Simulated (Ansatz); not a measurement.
Single sheet of C:

```xyz
2
Lattice="2.4657 0.0000 0.0000 -1.2329 2.1354 0.0000 0.0000 0.0000 26.0032" Properties=species:S:1:pos:R:3 pbc="T T F"
C     1.2329    0.7118   13.0016
C     0.0000    1.4236   13.0016
```

Method: Ansatz 0.2.0, DFT PBE+D3(BJ), scalar-relativistic, plane waves, PAW. Plane waves to 420 eV, a k mesh through Γ of 18×18×1 on the computed 4-atom cell and Gaussian smearing (0.10 eV); no spin polarisation. No periodic images along c.

Two copies are stacked at this cell; shifts count in fractions of a and b, turns are about the origin, and heights relax. Binding counts from two free sheets, negative where bound; one atom of each layer keeps its place in the plane. 'Not resolved' marks a semimetal whose crossing may lie between the sampled points.

Q: What binding, spacing and gap does each stacking have?

A:
```
                             stacking binding (meV/Å²) centre to centre (Å) between outer atoms (Å) gap (mesh and path)
        Upper layer shifted by (0, 0)             -16.2                  3.58                     3.58               not resolved
Upper layer shifted by (0.333, 0.667)             -18.9                  3.41                     3.41  none (metal or semimetal)
      Upper layer shifted by (0.5, 0)             -18.5                  3.42                     3.42               not resolved
```

Gaps are read on the k points sampled, so a band crossing between them can be missed.